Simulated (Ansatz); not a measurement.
# CaO: the cost of one run

Program: Ansatz 0.2.0. Level of theory: DFT PBE, scalar-relativistic, plane waves, PAW. These are calculated values, not measurements.

## Step 1: The structure to begin with

Symmetry: Pm-3m, No. 221, cubic system. Conventional cell: a = 3.422 Å, b = 3.422 Å, c = 3.422 Å, α = 90.00°, β = 90.00°, γ = 90.00°. Ca (site symmetry m-3m) is surrounded by 8 O at 2.96 Å. Around O (site symmetry m-3m) lie 8 Ca at 2.96 Å.

As a file:

```
CELL_PARAMETERS angstrom
3.42193 0.00000 0.00000
0.00000 3.42193 0.00000
0.00000 0.00000 3.42193
ATOMIC_POSITIONS crystal
Ca 0.50000 0.50000 0.50000
O 0.00000 0.00000 0.00000
```

A structure generator made this guess: species swapped into a database cell of SrCd (Pm-3m, No. 221), with Ca on the Sr sites and O on the Cd sites. Its size is a rough estimate.

## Step 2: The guess as it stands, on a coarse mesh

File input.yaml:

```yaml
crystal:
  lattice:
    - [3.42193457, 0.0, 0.0]
    - [0.0, 3.42193457, 0.0]
    - [0.0, 0.0, 3.42193457]
  atoms:
    - { symbol: Ca, position: [0.5, 0.5, 0.5] }
    - { symbol: O, position: [0.0, 0.0, 0.0] }
basis:
  ecutwfc: 420
kpoints:
  mp_grid: { grid: [6, 6, 6] }
hamiltonian:
  xc: pbe
scf:
  occupations: { method: gaussian, width: 0.1 }
  lower_state_search: "off"
output:
  forces: true
  stress: true
  eigenvalues: true
```

Run with:

```
> ansatz run input.yaml --threads 1 --pin off --max-ram 2560MiB --backend cpu --events-out ev --progress --plain --runs-dir out
```

**Question.** How long does this run take on 1 thread of AMD EPYC (Zen 3), shared host, and how much memory does it need?

About 1.9 s, with a peak of 0.28 GiB.
